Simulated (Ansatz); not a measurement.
Write the native input for Ansatz 0.2.0 that does the following.

| Property | Result |
| --- | --- |
| Task | single point |
| Functional | PBEsol |
| Potentials or basis | all-electron LAPW, scalar-relativistic |
| Cutoff | 446 eV (chosen from the basis error) |
| Basis error allowed | 0.001 eV/atom |
| k mesh | 7 × 7 × 7 |
| Occupations | fermi-dirac, width 0.05 eV |
| Spin | no spin polarisation |

The system is BaTiO3.

```xyz
5
Lattice="2.8274 1.6324 2.3184 -2.8274 1.6324 2.3184 0.0000 -3.2648 2.3184" Properties=species:S:1:pos:R:3 pbc="T T T"
Ba   -0.0133   -0.0570   -0.0314
Ti    0.0298   -0.0136    3.3333
O     1.4171   -0.8379    2.4026
O    -1.4111   -0.7929    2.4460
O    -0.0089    1.6263    2.4086
```

The cell isn't the ideal one: atoms moved at random, drawn with an rms of 0.05 Å.

One way to write it, as run:

input.yaml

```yaml
crystal:
  lattice:
    - [2.8273666084, 1.6323808724, 2.3183934932]
    - [-2.8273666084, 1.6323808724, 2.3183934932]
    - [0.0, -3.2647617449, 2.3183934932]
  atoms:
    - { symbol: Ba, position: [-0.012677, -0.007979, 0.007118] }
    - { symbol: Ti, position: [0.483124, 0.472588, 0.482033] }
    - { symbol: O, position: [0.510502, 0.00929, 0.516531] }
    - { symbol: O, position: [0.021182, 0.520255, 0.513586] }
    - { symbol: O, position: [0.510776, 0.51392, 0.01422] }
kpoints:
  mp_grid: { grid: [7, 7, 7] }
scf:
  occupations: { method: fermi_dirac, width: 0.05 }
hamiltonian:
  xc: pbesol
  pseudopotentials: { kind: all_electron, lapw: { basis_error: 0.001 } }
output:
  forces: true
  stress: true
  eigenvalues: true
  populations: true
```

Potentials or basis: all-electron LAPW, scalar-relativistic.

Run with:

```sh
$ ansatz run input.yaml --threads 4 --pin off --max-ram 12288MiB --backend cpu --events-out ev --progress --plain --runs-dir out
```

Results of the run:

```yaml
Pressure: -1.0 GPa
Largest_force: 0.494 eV/Å
Band_gap_on_the_k_mesh: 2.57 eV, indirect (least direct gap 2.95 eV)
Loewdin_charges: Ba +1.79; Ti +1.17; O -0.86, -0.87 e
```

Caveat: the atomic charges don't sum to the cell's charge; spin-orbit coupling is left out, which moves the levels of the heavy elements; an odd mesh through Γ misses points on the zone boundary, where band edges often lie.

Run time: 2.1 min on 4 threads of Intel(R) Xeon(R) Platinum 8375C CPU @ 2.90GHz (Ice Lake), with other jobs on the host, peak memory 1.6 GiB.
